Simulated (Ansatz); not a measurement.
The calculation used DFT PBE, scalar-relativistic, plane waves, PAW in Ansatz 0.2.0. All cells share a 420 eV cutoff and Γ-centred k meshes spaced at most about 0.3 Å⁻¹ (about 0.25 or finer for metals, 2π included). No spin polarisation.

Each guess is relaxed in cell and atoms at zero pressure, on a coarse mesh first where it starts far from rest and then on a converged one. The steps can't lower the symmetry of the start, but it can rise. Energies are static (0 K, no zero-point motion).

Two unrelaxed guesses for Hf₄C:

Guess 1.

Space group I4/m (No. 87). a = 6.347 Å, b = 6.347 Å, c = 3.982 Å, α = 90.00°, β = 90.00°, γ = 90.00°
```csv
atom,site,symmetry,x,y,z
Hf,8h,m..,0.2000,0.6000,0.0000
C,2a,4/m..,0.0000,0.0000,0.0000
```

Guess 2.

Space group I-43m (No. 217). a = 6.125 Å, b = 6.125 Å, c = 6.125 Å, α = 90.00°, β = 90.00°, γ = 90.00°
```csv
atom,site,symmetry,x,y,z
Hf,8c,.3m,0.1748,0.1748,0.1748
C,2a,-43m,0.0000,0.0000,0.0000
```

Question: Where do they end, and which end is lower?

Answer: Guess 1 ends lower, by 235 meV/atom. Guess 1: I4/m at 16.0 Å³/atom → I4/m at 20.2 Å³/atom; Guess 2: I-43m at 23.0 Å³/atom → Im-3m at 19.2 Å³/atom. Counting Hf atoms around C (those within 1.25 times the shortest such distance or 1.15 times the sum of covalent radii, 1.27 where that leaves under three), the end of guess 1 has C 4 and the end of guess 2 has C 8. End of guess 1. Conventional cell: a = 6.141 Å, c = 5.354 Å. Hf has 1 C at 2.22 Å, 5 Hf at 2.89–3.14 Å and 6 Hf at 3.34–3.37 Å; C has 4 Hf at 2.22 Å. End of guess 2. Conventional cell: a = 5.768 Å. Hf is surrounded by 2 C at 2.50 Å and 6 Hf at 2.88 Å; around C lie 8 Hf at 2.50 Å.

Ends held by symmetry can be saddle points. Neither end is the lowest form computed: that has space group P-3m1 (No. 164) and lies 0.62 eV/atom below the better end. Even the lowest of the cells shown lies +0.24 eV/atom against the elements. Spin–orbit coupling, which can matter for Hf, is left out. Some types were kept out of the candidates beforehand, so the set may lack a known form.
